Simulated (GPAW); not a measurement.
# TiO2 (P4_2/mnm) in GPAW: settings compared, part 2 of 2

GPAW 26.7.0. The steps go on from the part before.

**4. Dielectric tensor, PBE**

Contents of run.py:

```python
import numpy as np
from ase import Atoms
from ase.dft.bandgap import bandgap
from ase.io import write
from gpaw import GPAW, PW
from gpaw.response.df import DielectricFunction

atoms = Atoms(['Ti', 'Ti', 'O', 'O', 'O', 'O'],
              cell=[[4.5998373239, 0.0, 0.0],
                    [0.0, 4.5998373239, 0.0],
                    [0.0, 0.0, 2.95921356]],
              scaled_positions=[[0.0, 0.0, 0.5],
                                [0.5, 0.5, 0.0],
                                [0.30432132, 0.30432132, 0.5],
                                [0.19567868, 0.80432132, 0.0],
                                [0.80432132, 0.19567868, 0.0],
                                [0.69567868, 0.69567868, 0.5]],
              pbc=True)

calc = GPAW(mode=PW(600),
            xc='PBE',
            kpts={'size': (5, 5, 7), 'gamma': True},
            occupations={'name': 'fermi-dirac', 'width': 0.001},
            nbands=43,
            convergence={'density': 1e-06},
            maxiter=150,
            txt='gpaw.txt')
atoms.calc = calc
energy = atoms.get_potential_energy()
calc.write('gs.gpw')
write('result.traj', atoms)
print(f'Energy: {energy:.6f} eV')
print('Fermi level:', round(calc.get_fermi_level(), 4), 'eV')
print(f'Gap: {bandgap(calc)[0]:.4f} eV, direct: {bandgap(calc, direct=True)[0]:.4f} eV')

for size in [(6, 6, 9), (8, 8, 12)]:
    name = 'x'.join(str(n) for n in size)
    dense = calc.fixed_density(kpts={'size': size, 'gamma': True},
                               nbands=78, convergence={'bands': 72, 'eigenstates': 1e-7},
                               update_fermi_level=True, txt=f'dense-{name}.txt')
    dense.write(f'{name}.gpw', mode='all')
    df = DielectricFunction(f'{name}.gpw', frequencies=np.array([0.0]), hilbert=False, eta=0.001,
                            ecut=80, nbands=72, intraband=False, txt=f'df-{name}.txt')
    for xc in ['RPA', 'LR0.1', 'Bootstrap']:
        for direction in ['x', 'y', 'z', [0, 1, 1], [1, 0, 1], [1, 1, 0]]:
            e0, e = df.get_macroscopic_dielectric_constant(xc=xc, direction=direction)
            print(f'{name} {xc} {direction}: {e0:.4f} without, {e:.4f} with local fields')
```

Potentials or basis: GPAW PAW data sets (gpaw-data 1.2.1), pw.

Started as:

```
OMP_NUM_THREADS=1 python run.py
```

gpaw.txt:

```text
__  _  _
 | _ |_)|_||  |
 |__||  | ||/\| - 26.7.0

Input parameters:
  mode=PW(ecut=600.0),
  convergence={'density': 1e-06},
  kpts=MonkhorstPack(size=(5, 5, 7), gamma=True),
  maxiter=150,
  nbands=43,
  occupations=Occupations(name='fermi-dirac', width=0.001),
  xc=XC(name='PBE')

Diagonalizing LCAO Hamiltonian
Converting LCAO to pw mode
    .----------.
   /|          |
  / |          |
 *  |      O   |
 |  .O---------.
 Ti/  O Ti    /
 |/       O  /
 *----------*

Atoms  # Å, Bohr magnetons
|   | symbol |        x |        y |        z |    initial magnetic moments |
|---|--------|----------|----------|----------|-----------------------------|
| 0 |     Ti | 0.000000 | 0.000000 | 1.479607 | ( 0.0000,  0.0000,  0.0000) |
| 1 |     Ti | 2.299919 | 2.299919 | 0.000000 | ( 0.0000,  0.0000,  0.0000) |
| 2 |      O | 1.399829 | 1.399829 | 1.479607 | ( 0.0000,  0.0000,  0.0000) |
| 3 |      O | 0.900090 | 3.699747 | 0.000000 | ( 0.0000,  0.0000,  0.0000) |
| 4 |      O | 3.699747 | 0.900090 | 0.000000 | ( 0.0000,  0.0000,  0.0000) |
| 5 |      O | 3.200009 | 3.200009 | 1.479607 | ( 0.0000,  0.0000,  0.0000) |

Unit cell  # Å
| periodic |        x |        y |        z |  lengths |    angles |
|----------|----------|----------|----------|----------|-----------|
|      yes | 4.599837 | 0.000000 | 0.000000 | 4.599837 | 90.000000 |
|      yes | 0.000000 | 4.599837 | 0.000000 | 4.599837 | 90.000000 |
|      yes | 0.000000 | 0.000000 | 2.959214 | 2.959214 | 90.000000 |

Number of symmetries: 8
Symmetry operations  # r_c * U_cc + t_c -> r_c
|   | kind |            matrix            |
|---|------|------------------------------|
| 0 |  E   |  1, 0, 0,  0, 1, 0,  0, 0, 1 |
| 1 |  σ   |  1, 0, 0,  0, 1, 0,  0, 0,-1 |
| 2 |  σ   |  0, 1, 0,  1, 0, 0,  0, 0, 1 |
| 3 |  C2  |  0, 1, 0,  1, 0, 0,  0, 0,-1 |
| 4 |  σ   |  0,-1, 0, -1, 0, 0,  0, 0, 1 |
| 5 |  C2  |  0,-1, 0, -1, 0, 0,  0, 0,-1 |
| 6 |  C2  | -1, 0, 0,  0,-1, 0,  0, 0, 1 |
| 7 |  i   | -1, 0, 0,  0,-1, 0,  0, 0,-1 |

BZ-sampling:
  Number of BZ points: 175
  Number of IBZ points: 36

  Monkhorst-Pack size: [5, 5, 7]
  Monkhorst-Pack shift: [0, 0, 0]

K-points  # in reciprocal-cell coordinates
|     |                                coordinates |     weight |
|-----|--------------------------------------------|------------|
|   0 | (  0.00000000,   0.00000000,   0.00000000) | 0.00571429 |
|   1 | (  0.00000000,   0.00000000,   0.14285714) | 0.01142857 |
|   2 | (  0.00000000,   0.00000000,   0.28571429) | 0.01142857 |
|   3 | (  0.00000000,   0.00000000,   0.42857143) | 0.01142857 |
|   4 | (  0.20000000,  -0.20000000,   0.00000000) | 0.01142857 |
|   5 | (  0.20000000,  -0.20000000,   0.14285714) | 0.02285714 |
|   6 | (  0.20000000,  -0.20000000,   0.28571429) | 0.02285714 |
|   7 | (  0.20000000,  -0.20000000,   0.42857143) | 0.02285714 |
|   8 | (  0.20000000,   0.00000000,   0.00000000) | 0.02285714 |
|   9 | (  0.20000000,   0.00000000,   0.14285714) | 0.04571429 |
| ... |                                            |            |
|  35 | (  0.40000000,   0.40000000,   0.42857143) | 0.02285714 |

Plane wave coefficients: 2106
Cutoff: 600.0 eV

Spin-components: 1 (collinear spins)
Bands:           43
Projectors:      32
Spin-degeneracy: 2
Datatype:        complex128

Parallelization:
  kpt:    1
  domain: 1
  band:   1

Density:
  Valence electrons: 48.0
  Components: 1
  Grid points: [27 27 18]
  Charge: 0.0  # |e|

Potential:
  Grid points: [27 27 18]

species:
  Ti:
    name:    Titanium
    Z:       22.0
    valence: 12
    core:    10
    charge:  0.0  # [|e|]
    compensation charges:
      type: gauss
      rc: 0.38  # [Å]
      lmax: 2
    cutoffs:
      filter: 2.23  # [Å]
      core: 1.02  # [Å]
    projectors
    | kind |    occ | energy [eV] | rcut [Å] |
    |------|--------|-------------|----------|
    |   3s |  2.000 |     -62.623 |    1.270 |
    |   4s |  2.000 |      -4.466 |    1.270 |
    |   3p |  6.000 |     -38.862 |    1.058 |
    |   4p |  0.000 |      -1.466 |    1.058 |
    |   3d |  2.000 |      -4.258 |    1.058 |
    |    d |        |      22.953 |    1.058 |

    Using partial waves for Ti as LCAO basis

  O:
    name:    Oxygen
    Z:       8.0
    valence: 6
    core:    2
    charge:  0.0  # [|e|]
    compensation charges:
      type: gauss
      rc: 0.21  # [Å]
      lmax: 2
    cutoffs:
      filter: 1.17  # [Å]
      core: 0.83  # [Å]
    projectors
    | kind |    occ | energy [eV] | rcut [Å] |
    |------|--------|-------------|----------|
    |   2s |  2.000 |     -23.961 |    0.688 |
    |   2p |  4.000 |      -9.029 |    0.598 |
    |    s |        |       3.251 |    0.688 |
    |    p |        |      18.182 |    0.598 |
    |    d |        |       0.000 |    0.619 |

    Using partial waves for O as LCAO basis

Reference energy: -54611.437768  # eV

eigensolver:
  PPCG
  Converge bands: occupied
  niter=2

density mixing:
  MSR1-Mixer
  Pratt-step length: 0.05
  Maximum mixing coefficient: 0.75
  Old densities: 10
  SVD Regularization: 0.005
  Good broyden scale: 1.0
  Trust region scale: 1.0
  Backstep threshold: 4.0
  History deletion threshold: 6.0
  Fourier metric: weight=20.0, sigma=0.015

occupation numbers:
  Fermi-Dirac:
    width: 0.0010  # eV

poisson solver:
  ecut: 4800.0  # eV

xc functional:
  name: PBE with 2 nearest neighbor stencil

convergence criteria:
- Maximum integral of absolute [dens]ity change: 1e-06 electrons / valence electron
- Maximum [total energy] change in last 3 cyles: 0.0005 eV / valence electron
- Maximum integral of absolute [eigenst]ate change: 4e-08 eV^2 / valence electron
maximum number of iterations: 150

SCF iterations
|iter     | |      energy | eigst |  dens |
|---------|-|-------------|-------|-------|
|iter:   1| |  -61.018874 | -0.24 |       |
|iter:   2| |  -58.003887 | -1.92 | -0.78 |
|iter:   3| |  -52.436408 | -0.68 | -0.85 |
|iter:   4| |  -51.894329 | -1.83 | -1.29 |
|iter:   5| |  -51.860794 | -2.54 | -1.56 |
|iter:   6| |  -51.848870 | -3.44 | -1.96 |
|iter:   7| |  -51.848818c| -4.67 | -2.90 |
|iter:   8| |  -51.848854c| -5.74 | -3.40 |
|iter:   9| |  -51.848844c| -6.68 | -3.75 |
|iter:  10| |  -51.848845c| -7.29 | -4.10 |
|iter:  11| |  -51.848845c| -7.71c| -4.83 |
|iter:  12| |  -51.848845c| -8.15c| -5.10 |
|iter:  13| |  -51.848845c| -8.60c| -5.36 |
|iter:  14| |  -51.848845c| -9.47c| -6.20c|

Converged in 14 steps
Energy contributions relative to reference atoms: (reference = -54611.437768)

Energy contributions:
  Kinetic:          56.357155
  Coulomb:         -65.513861
  Zero:              0.974939
  External:          0.000000
  Xc:              -43.667078
  Entropy:          -0.000000
  Spinorbit:         0.000000
  ----------------------------
  Free energy:     -51.848845
  Extrapolated:    -51.848845

dipole moment: (-14.839510, -14.839510, -26.154041)  # |e|*Ang

Fermi level: 6.214
Eigenvalues  # (at kpt = [0.000, 0.000, 0.000])
| band index |      eig [eV] | occ [0-2] |
|------------|---------------|-----------|
|          0 |       -51.266 |     2.000 |
|        ... |               |           |
|         16 |         1.818 |     2.000 |
|         17 |         3.063 |     2.000 |
|         18 |         3.063 |     2.000 |
|         19 |         3.634 |     2.000 |
|         20 |         4.909 |     2.000 |
|         21 |         5.162 |     2.000 |
[... 8 lines left out ...]
|         30 |        10.190 |     0.000 |
|         31 |        12.207 |     0.000 |
|        ... |               |           |
|         42 |        25.045 |     0.000 |

Gap: 1.875 eV
Transition (v -> c):
  (s=0, k=0, n=23, [0.00, 0.00, 0.00]) -> (s=0, k=0, n=24, [0.00, 0.00, 0.00])
No difference between direct/indirect transitions
# Writing to gs.gpw (mode='')
```

Run time: 11 min. Hardware: 1 thread of Intel Xeon 6975P-C (Granite Rapids), shared host; peak memory 1.1 GiB.

Results:

```yaml
Free_energy: -51.8488 eV
Band_gap_on_the_k_mesh: 1.88 eV, direct
Electronic_dielectric_tensor_diagonal: 6.54, 6.54, 7.75
```

Electronic dielectric tensor:
```
6.54 0.00 0.00
0.00 6.54 0.00
0.00 0.00 7.75
```

Caveat: the long-wavelength limit can be off by several per cent where d states take part.

**5. The runs side by side**

| task | level | potentials or basis | k mesh | cutoff (eV) | smearing | band path | band points | eigensolver | response ecut | response k mesh | gap on the mesh (eV) | pressure (GPa) | largest force (eV/Å) |
| --- | --- | --- | --- | --- | --- | --- | --- | --- | --- | --- | --- | --- | --- |
| band structure | revPBE | the program's PAW data sets (release 1.2.1) made for this functional, pw | 6 × 6 × 9 | 800 | fermi-dirac 0.05 eV | GXMGZRAZ,XR,MA | 80 | - | - | - | 1.90 | 9.2 | 0.06 |
| band structure | BLYP | PAW data sets generated in the run's folder for this functional, pw | 6 × 6 × 9 | 800 | fermi-dirac 0.05 eV | GXMGZRAZ,XR,MA | 100 | davidson | - | - | 1.88 | 10.6 | 0.08 |
| dielectric tensor | PBE | GPAW PAW data sets (gpaw-data 1.2.1), pw | 5 × 5 × 7 | 600 | fermi-dirac 0.001 eV | - | - | - | 80 eV | 8 × 8 × 12 | 1.88 | - | - |

Alike in all rows: no spin polarisation; cell as given.

Caveats: the long-wavelength limit can be off by several per cent where d states take part (some runs).

Total energies depend on the potentials used, so only differences within one code and one set of settings carry meaning.

**6. Against experiment**

Step 2. Measured gap of TiO2: 3.03 eV (direct; 1.6 K; quoted in “Shallow Valence Band of Rutile GeO2 and P-type Doping”, 2020, arxiv:2011.08928). This calculation gives 1.90 eV (-1.13 eV). 2 values of this kind are on record in papers (3.03 to 3.05 eV); this one was drawn at random among those near their median. The value is that of revPBE, without temperature or zero-point motion. Semilocal functionals fall short of measured gaps as a rule. The cell is a database's relaxed one, not the measured one, which moves gaps too.

Step 3. A measured gap of TiO2 is 3.03 eV (direct; 1.6 K; quoted in “Shallow Valence Band of Rutile GeO2 and P-type Doping”, 2020, arxiv:2011.08928); the calculated 1.88 eV misses it by -1.15 eV. 2 values of this kind are on record in papers (3.03 to 3.05 eV); this one was drawn at random among those near their median. The value is that of BLYP, without temperature or zero-point motion. Semilocal functionals fall short of measured gaps as a rule. The cell is a database's relaxed one, not the measured one, which moves gaps too.

Step 4. The gap isn't set beside the measured one, since this odd mesh misses points on the zone boundary.
